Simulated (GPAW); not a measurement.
Runs of GPAW 26.7.0 on TiSi2. Symmetry: Fddd, No. 70, orthorhombic system. Conventional cell: a = 4.779 Å, b = 8.235 Å, c = 8.526 Å, α = 90.00°, β = 90.00°, γ = 90.00°. Ti (site symmetry 222) has 10 Si at 2.55 to 2.78 Å as nearest neighbours. Si (site symmetry 2) is surrounded by 5 Si at 2.52 to 2.79 Å and 5 Ti at 2.55 to 2.78 Å. The cell is a database's computed one.

```csv
task,level,potentials or basis,k mesh,cutoff (eV),smearing,maxiter,band path,band points,fermi k mesh,other keys,mesh quality,gap on the mesh (eV),pressure (GPa),largest force (eV/Å)
band structure,PW91,"PAW data sets generated in the run's folder for this functional, pw",5 × 5 × 5,600,fermi-dirac 0.05 eV,150,"GYTZGXA1Y,TX1,XAZ,LG",80,-,-,coarse,-,2.9,(b)
Fermi surface,revPBE+D3,"the program's PAW data sets (release 1.2.1) made for this functional, pw",4 × 4 × 4,510,fermi-dirac 0.01 eV,150,-,-,6 × 6 × 6,-,coarse,none,-5.6,0.02
single point,PBE,"GPAW PAW data sets (gpaw-data 1.2.1), pw",11 × 11 × 11,600,fermi-dirac 0.05 eV,80,-,-,-,"several, not listed",not flagged,none,(a),0.02
electron localisation function,revPBE,"the program's PAW data sets (release 1.2.1) made for this functional, pw",4 × 4 × 4,510,fermi-dirac 0.01 eV,150,-,-,-,-,coarse,none,4.4,0.08
```

Alike in all rows: no spin polarisation; cell as given.

Task: Estimate the missing entries.

Result: (a) 2.4; (b) 0.03.

Caveats: some runs use coarse meshes; the cutoff is short for stress and forces, so pressures can be off by a GPa or more (some runs); pairwise dispersion overbinds metals, which lowers pressure and volume (some runs).

A gap of «none» marks a metal or a gap under the smearing width.
